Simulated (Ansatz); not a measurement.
Base system: LaAlO₃ (space group R-3c, No. 167; a = 5.413 Å, c = 13.193 Å (hexagonal axes)). Axes: x lies along a and z along c of the hexagonal cell.

Calculations: PBE, PAW, 420 eV (Ansatz, a program for electronic structure; no spin-orbit coupling).

For the base:

```
Item                     Value
-------------  ---------------
Band gap               4.02 eV
Pressure              0.0 kbar
Gap character  indirect, F → Γ
```

Now apply this change: compressive biaxial strain of 4.59 % in the plane normal to [001], as in epitaxy on a mismatched substrate; the out-of-plane cell vector and the atoms relax.

Q: What does the calculation give for the band gap after the change?

A: The band gap decreases by 0.57 eV, from 4.02 eV to 3.45 eV.

Q: Estimate the effect on the ratio −ε⊥/ε∥.

A: The ratio −ε⊥/ε∥ comes out as 0.50.

Q: What does the calculation give for the pressure after the change?

A: The pressure (mean of the normal stresses, compression positive) goes from zero to 150.2 kbar.

Q: What does the calculation give for the gap character after the change?

A: The gap character changes from indirect, F → Γ to direct at Γ.

No phonon test of stability was made.
